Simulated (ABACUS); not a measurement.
Input of an ABACUS 3.10.1 run:

File run_abacus.py:

```python
"""ABACUS run from a structure file: ASE reads it, the script writes STRU, KPT and INPUT."""
import re
import subprocess
import spglib
from ase import Atoms
from ase.io import read
from ase.units import Bohr

atoms = read("Si.cif")
cell, frac, numbers = spglib.standardize_cell((atoms.cell[:], atoms.get_scaled_positions(), atoms.numbers), to_primitive=True, symprec=1e-4)
atoms = Atoms(numbers=numbers, cell=cell, scaled_positions=frac, pbc=True)  # the primitive cell
atoms = atoms[(-atoms.numbers).argsort(kind="stable")]  # ABACUS lists atoms element by element
pseudo = {'Si': 'Si_ONCV_PBE-1.2.upf'}
orbital = {}
magmoms = None
kmesh = [6, 6, 3]
params = {
    'suffix': 'Si',
    'calculation': 'scf',
    'basis_type': 'pw',
    'pseudo_dir': './',
    'symmetry': 1,
    'dft_functional': 'pbe',
    'ecutwfc': 60,
    'pseudo_rcut': 7,
    'nspin': 1,
    'nbands': 12,
    'ks_solver': 'dav',
    'smearing_method': 'fd',
    'smearing_sigma': 0.00367493,
    'scf_thr': 1e-08,
    'scf_nmax': 100,
    'mixing_type': 'broyden',
    'mixing_beta': 0.7,
    'cal_force': 1,
    'cal_stress': 1,
    'out_chg': 1,
    'out_pot': 2,
    'out_elf': 1,
}

symbols = atoms.get_chemical_symbols()
elements = list(dict.fromkeys(symbols))
lines = ["ATOMIC_SPECIES"] + [f"{e} {atoms.get_masses()[symbols.index(e)]:.4f} {pseudo[e]}" for e in elements]
if orbital:
    lines += ["", "NUMERICAL_ORBITAL"] + [orbital[e] for e in elements]
lines += ["", "LATTICE_CONSTANT", f"{1 / Bohr:.10f}", "", "LATTICE_VECTORS"]
lines += [" ".join(f"{x:.10f}" for x in v) for v in atoms.cell]
lines += ["", "ATOMIC_POSITIONS", "Direct"]
for e in elements:
    lines += ["", e, "0.0", str(symbols.count(e))]
    for i, p in enumerate(atoms.get_scaled_positions(wrap=False)):
        if symbols[i] == e:
            mag = "" if magmoms is None else " mag " + " ".join(str(x) for x in (magmoms[i] if isinstance(magmoms[i], list) else [magmoms[i]]))
            lines.append(" ".join(f"{x:.10f}" for x in p) + " 1 1 1" + mag)
open("STRU", "w").write("\n".join(lines) + "\n")
open("KPT", "w").write("K_POINTS\n0\nGamma\n%d %d %d 0 0 0\n" % tuple(kmesh))
open("INPUT", "w").write("INPUT_PARAMETERS\n" + "".join(f"{k:<20s}{v}\n" for k, v in params.items()))

done = subprocess.run(['mpirun', '-np', '4', 'abacus'])
if done.returncode:
    raise SystemExit(done.returncode)
log = open("OUT.Si/running_scf.log").read()
print("final energy (eV):", re.findall(r"FINAL_ETOT_IS (\S+)", log))
```

Contents of Si.cif:

```cif
data_Si
_cell_length_a 3.83131746
_cell_length_b 3.83131746
_cell_length_c 6.33262200
_cell_angle_alpha 90.00000000
_cell_angle_beta 90.00000000
_cell_angle_gamma 120.00000000
_space_group_name_H-M_alt 'P6_3/mmc'
_space_group_name_Hall '-P 6c 2c'
_space_group_IT_number 194
loop_
_space_group_symop_operation_xyz
'x,y,z'
'-x,-y,-z'
'x-y,x,z+1/2'
'-x+y,-x,-z+1/2'
'-y,x-y,z'
'y,-x+y,-z'
'-x,-y,z+1/2'
'x,y,-z+1/2'
'-x+y,-x,z'
'x-y,x,-z'
'y,-x+y,z+1/2'
'-y,x-y,-z+1/2'
'-y,-x,-z+1/2'
'y,x,z+1/2'
'-x,-x+y,-z'
'x,x-y,z'
'-x+y,y,-z+1/2'
'x-y,-y,z+1/2'
'y,x,-z'
'-y,-x,z'
'x,x-y,-z+1/2'
'-x,-x+y,z+1/2'
'x-y,-y,-z'
'-x+y,y,z'
loop_
_atom_site_label
_atom_site_type_symbol
_atom_site_symmetry_multiplicity
_atom_site_Wyckoff_symbol
_atom_site_fract_x
_atom_site_fract_y
_atom_site_fract_z
_atom_site_occupancy
Si1 Si 4 f 0.6666666667 0.3333333333 0.9369905000 1
```

Potentials or basis: SG15 ONCV 1.2 PBE, plane waves.

The run is started by

```console
$ OMP_NUM_THREADS=1 python run_abacus.py > log
```

(1) Predict the largest force.

(2) What does it give for the band gap on the k mesh?

## Answers

(1) 0.010 eV/Å.

(2) 0.40 eV, indirect (least direct gap 1.01 eV).

Caveat: an odd mesh through Γ misses points on the zone boundary, where band edges often lie.
